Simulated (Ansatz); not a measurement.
This is a band-structure calculation with the PAW code Ansatz on zincblende BN; the level of theory is PBE. The cell was relaxed beforehand with r2SCAN.

input.yaml:
```yaml
crystal:
  lattice:
    - [0.0, 1.8048254535, 1.8048254535]
    - [1.8048254535, 0.0, 1.8048254535]
    - [1.8048254535, 1.8048254535, 0.0]
  atoms:
    - { symbol: B, position: [0.0, 0.0, 0.0] }
    - { symbol: "N", position: [0.25, 0.25, 0.25] }
kpoints:
  mp_grid: { grid: [12, 12, 12] }
  band_path:
    path:
      - [[0.0, 0.0, 0.0], [-0.5, -0.5, -4.764139539793e-34], [-0.375, -0.375, 0.25]]
      - [[-0.375, -2.979965921045e-17, 0.375], [0.0, 0.0, 0.0], [4.842786532631e-18, 4.842786532631e-18, 0.5], [-0.5, -0.25, 0.25], [-0.5, -0.5, -4.764139539793e-34]]
    npoints: 10
hamiltonian:
  xc: pbe
scf:
  occupations: { method: fermi_dirac, width: 0.02 }
  n_extra_bands: 4
output:
  forces: true
  stress: true
  eigenvalues: true
```

Command: `ansatz run input.yaml --threads 4 --pin off --max-ram 7372MiB --backend cpu --events-out ev --progress --plain --runs-dir out`. It took 0.43 s on 4 threads of Arm Neoverse V2, with other jobs on the host; peak host memory 0.25 GiB.

Main lines of the log:
```
Functional definition: PBE
Crystal: 2 atoms, lattice volume = 11.758 Å³
Basis set: ecut = 420 eV, 259 PW (Γ)
Bands: 8, of which v1, the nominal top of the filled ones, is band 4 counted from 1 (3 counted from 0)
Symmetry: 24 space group operations
Space group: F-43m (ITA 216)
k-points: 72 of 1728 (time reversal used)
preconditioner: auto → none  [insulator: Δε(μ)=4.478 eV  σ=0.020 eV  ℏωp=30.6 eV]
SCF converged after 6 iterations
Free energy (F): -542.273731 eV
Fermi energy:    13.489462 eV
--- Stress (GPa, compression-positive) ---
        4.739773       0.000000       0.000000
        0.000000       4.739773       0.000000
        0.000000       0.000000       4.739773
  P = ⅓ Tr σ = 4.7398 GPa (47.398 kbar)
--- Band table (eV; the first three rows and the last of 72) ---
  k-point 0: bands = [-9.0310, 11.2512, 11.2512, 11.2512, 20.1034, 20.1034, 20.1034, 21.6451]
  k-point 1: bands = [-8.8612, 10.3381, 11.0703, 11.0703, 20.3149, 20.3785, 20.3785, 22.2092]
  k-point 2: bands = [-8.3584, 8.2319, 10.6291, 10.6291, 20.6337, 21.0172, 21.0172, 23.5388]
  k-point 71: bands = [-3.1049, 3.6457, 4.2546, 4.7179, 20.8760, 24.6003, 25.7899, 25.9786]
```

The rows of the band table are 0: (0, 0, 0) = Γ, 1: (0, 0, 0.083), 2: (0, 0, 1/6), 71: (1/4, -1/2, -1/4) = W.

Levels along the path, in eV from the valence top (v1 is the last filled band, c1 the first empty one):

| point | distance (1/Å) | v2 | v1 | c1 | c2 |
| --- | --- | --- | --- | --- | --- |
| Γ | 0.00 | 0.00 | 0.00 | 8.85 | 8.85 |
| · | 0.35 | -0.76 | -0.76 | 8.39 | 9.89 |
| · | 0.70 | -2.28 | -2.28 | 7.43 | 12.03 |
| · | 1.04 | -3.68 | -3.68 | 6.16 | 10.82 |
| · | 1.39 | -4.61 | -4.61 | 4.96 | 9.64 |
| X | 1.74 | -4.93 | -4.93 | 4.48 | 9.27 |
| · | 1.86 | -5.12 | -4.89 | 4.66 | 9.42 |
| · | 1.99 | -5.65 | -4.79 | 5.14 | 9.87 |
| · | 2.11 | -6.36 | -4.62 | 5.74 | 10.64 |
| · | 2.23 | -7.09 | -4.39 | 6.35 | 11.70 |
| U | 2.36 | -7.70 | -4.10 | 6.93 | 12.92 |
| K | 2.36 | -7.70 | -4.10 | 6.93 | 12.92 |
| · | 2.54 | -7.47 | -3.57 | 7.78 | 14.39 |
| · | 2.91 | -5.92 | -2.32 | 9.48 | 12.55 |
| · | 3.28 | -3.93 | -1.12 | 10.69 | 10.74 |
| · | 3.65 | -1.81 | -0.35 | 9.53 | 9.64 |
| · | 4.02 | -0.24 | -0.03 | 8.93 | 8.93 |
| Γ | 4.20 | 0.00 | 0.00 | 8.85 | 8.85 |
| · | 4.35 | -0.07 | -0.07 | 8.94 | 8.96 |
| · | 4.65 | -0.52 | -0.52 | 9.32 | 9.63 |
| · | 4.96 | -1.13 | -1.13 | 9.69 | 10.38 |
| · | 5.26 | -1.64 | -1.64 | 10.00 | 10.72 |
| · | 5.56 | -1.91 | -1.91 | 10.17 | 10.75 |
| L | 5.71 | -1.95 | -1.95 | 10.20 | 10.75 |
| · | 5.83 | -2.12 | -2.01 | 10.30 | 10.64 |
| · | 6.08 | -3.25 | -2.51 | 10.07 | 10.70 |
| · | 6.33 | -4.84 | -3.46 | 9.62 | 11.22 |
| · | 6.57 | -6.29 | -4.74 | 9.52 | 12.00 |
| · | 6.82 | -7.10 | -6.09 | 9.61 | 13.02 |
| W | 6.94 | -7.00 | -6.53 | 9.62 | 13.35 |
| · | 7.03 | -6.87 | -6.50 | 9.38 | 13.59 |
| · | 7.20 | -6.32 | -6.24 | 8.05 | 12.31 |
| · | 7.38 | -5.80 | -5.73 | 6.54 | 10.94 |
| · | 7.55 | -5.31 | -5.24 | 5.29 | 9.91 |
| · | 7.72 | -4.97 | -4.96 | 4.57 | 9.34 |
| X | 7.81 | -4.93 | -4.93 | 4.48 | 9.27 |

PBE gives an indirect gap of 4.48 eV, from Γ to X; the least direct gap is 8.85 eV at Γ. The gap is the least over the mesh and the extra points. The mean pressure is +4.74 GPa (compression positive), so PBE would enlarge the cell's volume.

(Simulation; spin polarisation is off.)
